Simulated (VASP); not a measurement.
# CsBr (Pm-3m) in VASP: a series of runs, part 3 of 3

VASP 6.6.1. The steps go on from the part before.

### 4 Single point, LDA

INCAR

```
SYSTEM = CsBr
ALGO = Fast
EDIFF = 1E-7
ENCUT = 520
GGA = CA
ISIF = 2
ISMEAR = 0
LASPH = .True.
LCHARG = .True.
LELF = .True.
LREAL = .False.
LVHAR = .True.
LWAVE = .False.
NBANDS = 15
NELM = 100
PREC = Accurate
SIGMA = 0.01
```

KPOINTS

```
k-points
0
Gamma
  6 6 6
  0 0 0
```

POSCAR

```
CsBr
1.0
    4.1400556603      0.0000000000      0.0000000000
    0.0000000000      4.1400556603      0.0000000000
    0.0000000000      0.0000000000      4.1400556603
Cs Br
1 1
Direct
    0.0000000000      0.0000000000      0.0000000000
    0.5000000000      0.5000000000      0.5000000000
```

Potentials or basis: VASP PAW LDA potentials, release 64 (Cs_sv, Br).

Launch:

```bash
$ cat potpaw_LDA.64/Cs_sv/POTCAR potpaw_LDA.64/Br/POTCAR > POTCAR
$ mpirun -np 1 vasp_std > vasp.out
```

OUTCAR:

```text
SYSTEM = CsBr
   EDIFF = 1E-7
   ENCUT = 520
   GGA = CA
   ISIF = 2
   ISMEAR = 0
   LASPH = .True.
   LREAL = .False.
   NELM = 100
   PREC = Accurate

 ion  position               nearest neighbor table
   1  0.000  0.000  0.000-
   2  0.500  0.500  0.500-

  LATTYP: Found a simple cubic cell.
 ALAT       =     4.1400556603

  Lattice vectors:

 A1 = (   4.1400556603,   0.0000000000,   0.0000000000)
 A2 = (   0.0000000000,   4.1400556603,   0.0000000000)
 A3 = (   0.0000000000,   0.0000000000,   4.1400556603)

Analysis of symmetry for initial positions (statically):
=====================================================================
 Subroutine PRICEL returns:
 Original cell was already a primitive cell.

 Routine SETGRP: Setting up the symmetry group for a
 simple cubic supercell.

 Subroutine GETGRP returns: Found 48 space group operations
 (whereof 48 operations were pure point group operations)
 out of a pool of 48 trial point group operations.

The static configuration has the point symmetry O_h .

Analysis of symmetry for dynamics (positions and initial velocities):
=====================================================================
 Subroutine PRICEL returns:
 Original cell was already a primitive cell.

 Routine SETGRP: Setting up the symmetry group for a
 simple cubic supercell.

 Subroutine GETGRP returns: Found 48 space group operations
 (whereof 48 operations were pure point group operations)
 out of a pool of 48 trial point group operations.

The dynamic configuration has the point symmetry O_h .

 Subroutine INISYM returns: Found 48 space group operations
 (whereof 48 operations are pure point group operations),
 and found     1 'primitive' translations

----------------------------------------------------------------------------------------

                                     Primitive cell

  volume of cell :      70.9608

  direct lattice vectors                    reciprocal lattice vectors
     4.140055660  0.000000000  0.000000000     0.241542646  0.000000000  0.000000000
     0.000000000  4.140055660  0.000000000     0.000000000  0.241542646  0.000000000
     0.000000000  0.000000000  4.140055660     0.000000000  0.000000000  0.241542646

  length of vectors
     4.140055660  4.140055660  4.140055660     0.241542646  0.241542646  0.241542646

  position of ions in fractional coordinates (direct lattice)
     0.000000000  0.000000000  0.000000000
     0.500000000  0.500000000  0.500000000

  ion indices of the primitive-cell ions
   primitive index   ion index
                 1           1
                 2           2

----------------------------------------------------------------------------------------

 KPOINTS: k-points

Automatic generation of k-mesh.
 Grid dimensions read from file:
 generate k-points for:    6    6    6

 Generating k-lattice:

  Cartesian coordinates                     Fractional coordinates (reciprocal lattice)
     0.040257108  0.000000000  0.000000000     0.166666667  0.000000000  0.000000000
     0.000000000  0.040257108  0.000000000     0.000000000  0.166666667  0.000000000
[... 36 lines left out ...]
   number of dos      NEDOS =    301   number of ions     NIONS =      2
   total plane-waves  NPLWV =  32768
   dimension x,y,z NGX =    32 NGY =   32 NGZ =   32
   dimension x,y,z NGXF=    64 NGYF=   64 NGZF=   64
   ions per type =               1   1
   NGX,Y,Z   is equivalent  to a cutoff of  12.85, 12.85, 12.85 a.u.
   NGXF,Y,Z  is equivalent  to a cutoff of  25.70, 25.70, 25.70 a.u.
 SYSTEM =  CsBr
   PREC   = accura    normal or accurate (medium, high low for compatibility)
   ISTART =      0    job   : 0-new  1-cont  2-samecut
   ICHARG =      2    charge: 1-file 2-atom 10-const
   ISPIN  =      1    spin polarized calculation?
   LNONCOLLINEAR =      F non collinear calculations
   LSORBIT =      F    spin-orbit coupling
   LASPH  =      T    aspherical Exc in radial PAW
   ENCUT  =  520.0 eV  38.22 Ry    6.18 a.u.   7.70  7.70  7.70*2*pi/ulx,y,z
   NELM   =    100;   NELMIN=  2; NELMDL= -5     # of ELM steps
   EDIFF  = 0.1E-06   stopping-criterion for ELM
   LREAL  =      F    real-space projection
   EDIFFG = 0.1E-05   stopping-criterion for IOM
   NSW    =      0    number of steps for IOM
   IBRION =     -1    ionic relax: 0-MD 1-quasi-New 2-CG
   NFREE  =      0    steps in history (QN), initial steepest desc. (CG)
   ISIF   =      2    stress and relaxation
   ISYM   =      2    0-nonsym 1-usesym 2-fastsym
   POTIM  = 0.5000    time-step for ionic-motion
   TEBEG  =    0.0;   TEEND  =   0.0 temperature during run
   PSTRESS=    0.0 pullay stress
   NELECT =      16.0000    total number of electrons
   NUPDOWN=      -1.0000    fix difference up-down
   EMIN   =  10.00;   EMAX   =-10.00  energy-range for DOS
   EFERMI =   0.00;   METHOD = LEGACY
   ISMEAR =     0;   SIGMA  =   0.01  broadening in eV -4-tet -1-fermi 0-gaus
   EFERMI_NEDOS =   21; number of points for ismear=-14 and -15
   IALGO  =     68    algorithm
   IMIX   =      4    mixing-type and parameters
     AMIX     =   0.40;   BMIX     =  1.00
     AMIX_MAG =   1.60;   BMIX_MAG =  1.00
  volume/ion in A,a.u.               =      35.48       239.43
  Fermi-wavevector in a.u.,A,eV,Ry     =   0.996419  1.882959 13.508554  0.992851
  Thomas-Fermi vector in A             =   2.128506
   LORBIT       =      0    0 simple, 1 ext, 2 COOP (PROOUT), +10 PAW based schemes
   GGA     = CA    functional components
   LHFCALC =     F    Hartree Fock is set to
   AEXX    =    0.0000 exact exchange contribution
   IVDW    =     0    specifies the selected vdW correction
   LEPSILON=     F    determine dielectric tensor
   LRPA    =     F    only Hartree local field effects (RPA)
 non-spin polarized calculation
 RMM-DIIS sequential band-by-band and
 Gauss-broadening in eV      SIGMA  =   0.01
  energy-cutoff  :      520.00
  volume of cell :       70.96
 maximum number of plane-waves:      1936
 NGX is ok and might be reduce to    32
   NGX = 15   NGY = 15   NGZ = 15

 number of electron      16.0000002 magnetization

 Free energy of the ion-electron system (eV)
  ---------------------------------------------------
  ext. energy  EPLUGINS =         0.00000000
  ---------------------------------------------------
  free energy    TOTEN  =        -6.79320149 eV

  energy without entropy =       -6.79320149  energy(sigma->0) =       -6.79320149

 E-fermi :   0.3306     XC(G=0):  -8.8559

 val. band max:        0.2100253713   @ k =   0.0000   0.0000   0.0000
 cond. band min:       4.7096561936   @ k =   0.0000   0.0000   0.0000
 fundamental gap:      4.4996308223
 Fermi energy:         0.3306482995

 k-point     1 :       0.0000    0.0000    0.0000
  band No.  band energies     occupation
      1     -19.4380      2.00000
      2     -12.3564      2.00000
      3      -5.9758      2.00000
      4      -5.9758      2.00000
      5      -5.9758      2.00000
      6       0.2100      2.00000
      7       0.2100      2.00000
      8       0.2100      2.00000
      9       4.7097      0.00000
     10       4.7097      0.00000
     11       4.7680      0.00000
     12       9.5394      0.00000
     13       9.5394      0.00000
     14       9.5394      0.00000
[... 329 lines left out ...]
      2     -12.1239      2.00000
      3      -6.5191      2.00000
      4      -6.5191      2.00000
      5      -6.5191      2.00000
      6      -1.3372      2.00000
      7      -1.3372      2.00000
      8      -1.3372      2.00000
      9       8.8766      0.00000
     10       8.8766      0.00000
     11       8.8766      0.00000
     12       9.6517      0.00000
     13       9.6517      0.00000
     14       9.6517      0.00000
     15      12.2428      0.00000

------------------------ aborting loop because EDIFF is reached ----------------------------------------

  FORCE on cell =-STRESS in cart. coord.  units (eV):
  Direction    XX          YY          ZZ          XY          YZ          ZX
  --------------------------------------------------------------------------------------
  -------------------------------------------------------------------------------------
  Total        0.0473870      0.0473870      0.0473870      0.0000000      0.0000000      0.0000000
  in kB        1.0699204      1.0699204      1.0699204      0.0000000      0.0000000      0.0000000
  external PRESSURE =       1.0699204 kB  Pullay stress =       0.0000000 kB

 VOLUME and BASIS-vectors are now :
 -----------------------------------------------------------------------------
  energy-cutoff  :      520.00
  volume of cell :       70.96
      direct lattice vectors                 reciprocal lattice vectors
     4.140055660  0.000000000  0.000000000     0.241542646  0.000000000  0.000000000
     0.000000000  4.140055660  0.000000000     0.000000000  0.241542646  0.000000000
     0.000000000  0.000000000  4.140055660     0.000000000  0.000000000  0.241542646

 POSITION                                       TOTAL-FORCE (eV/Angst)
 -----------------------------------------------------------------------------------
      0.00000      0.00000      0.00000         0.000000      0.000000      0.000000
      2.07003      2.07003      2.07003         0.000000      0.000000      0.000000
 -----------------------------------------------------------------------------------
    total drift:                                0.000000      0.000000     -0.000000

  FREE ENERGIE OF THE ION-ELECTRON SYSTEM (eV)
  ---------------------------------------------------
  free  energy   TOTEN  =        -6.7932014876 eV

  energy  without entropy=       -6.7932014876  energy(sigma->0) =       -6.79320149
```

stdout:

```text
POSCAR found type information on POSCAR CsBr
 POSCAR found :  2 types and       2 ions
 scaLAPACK will be used
 LDA part: xc-table for (Slater(with rela. corr.)+CA(PZ))
 , standard interpolation
 POSCAR, INCAR and KPOINTS ok, starting setup
 FFT: planning ... GRIDC
 FFT: planning ... GRID_SOFT
 FFT: planning ... GRID
 WAVECAR not read
 entering main loop
```

Run time: 6.6 s. Hardware: 1 thread of Intel Xeon 6975P-C (Granite Rapids), shared host; peak memory 0.16 GiB.

What came out:

```yaml
Free_energy: -6.7932 eV
Pressure: 0.1 GPa
Band_gap_on_the_k_mesh: 4.50 eV, direct
```

Caveat: spin-orbit coupling is left out, which moves the levels of the heavy elements.

### 5 Overview

```tsv
task	cell	k mesh	cutoff (eV)	gap on the mesh (eV)	pressure (GPa)
single point	Pm-3m, 35.48 Å³/atom	4 × 4 × 4	520	4.50	0.1
relaxation of cell and atoms	relaxed	4 × 4 × 4	600	4.51	0.0
single point	Pm-3m, 35.48 Å³/atom	6 × 6 × 6	520	4.50	0.1
```

Alike in all rows: level LDA; potentials or basis VASP PAW LDA potentials, release 64 (Cs_sv, Br); no spin polarisation; smearing gaussian 0.01 eV.

Caveats: spin-orbit coupling is left out, which moves the levels of the heavy elements.

Total energies depend on the potentials used, so only differences within one code and one set of settings carry meaning.
